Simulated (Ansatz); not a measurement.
# B: the order of phases at one pressure

Which of fcc, bcc, hcp, beta tin, diamond, omega has the lowest enthalpy for B at one common pressure? The runs shown use PAW.

Computed with Ansatz 0.2.0 (DFT, PBE, PAW with Ansatz's default frozen-core files, scalar-relativistic, unless a step's input says otherwise).

## (1) The structure to begin with

Symmetry: Fm-3m, No. 225, cubic system. Conventional cell: a = 2.962 Å, b = 2.962 Å, c = 2.962 Å, α = 90.00°, β = 90.00°, γ = 90.00°. B (site symmetry m-3m) is surrounded by 12 B at 2.09 Å.

As a file:

```
CELL_PARAMETERS angstrom
0.00000 1.48125 1.48125
1.48125 0.00000 1.48125
1.48125 1.48125 0.00000
ATOMIC_POSITIONS crystal
B 0.00000 0.00000 0.00000
```

## (2) Cell relaxed at zero pressure, PAW

Contents of input.yaml:

```yaml
crystal:
  lattice:
    - [0.0, 1.4812480342, 1.4812480342]
    - [1.4812480342, 0.0, 1.4812480342]
    - [1.4812480342, 1.4812480342, 0.0]
  atoms:
    - { symbol: B, position: [0.0, 0.0, 0.0] }
kpoints:
  mp_grid: { grid: [23, 23, 23] }
scf:
  occupations: { method: fermi_dirac, width: 0.1 }
hamiltonian:
  xc: pbe
  pseudopotentials: { kind: paw }
output:
  forces: true
  stress: true
relax:
  f_tol: 0.005
  max_steps: 40
  cell: {}
```

Run with:

```
$ ansatz run input.yaml --threads 1 --pin off --max-ram 3584MiB --backend cpu --events-out ev --progress --plain --runs-dir out
```

Further steps of the session: Volume scaled by 0.884, to set the pressure, PAW; Fcc relaxed under pressure, PAW; Bcc relaxed under pressure, PAW; Hcp relaxed under pressure, PAW; Beta tin relaxed under pressure, PAW; Diamond relaxed under pressure, PAW; Omega relaxed under pressure, PAW.

Q: Predict the outcome of this session. Wanted: pressure; lowest.

The runs gave:

| quantity | value |
| --- | --- |
| pressure | 42 GPa |
| lowest (PAW) | hcp, 96.0 meV/atom under beta tin |

In words: By PAW the order is hcp < beta tin < fcc < diamond < omega < bcc. Only these structures were tried, with electrons smeared by 0.1 eV and without vibrations, so the true ground state may be another. The k meshes differ between phases and weren't tested, which can move differences by some meV. The hcp start ended with c/a = 3.25, far from close packing.
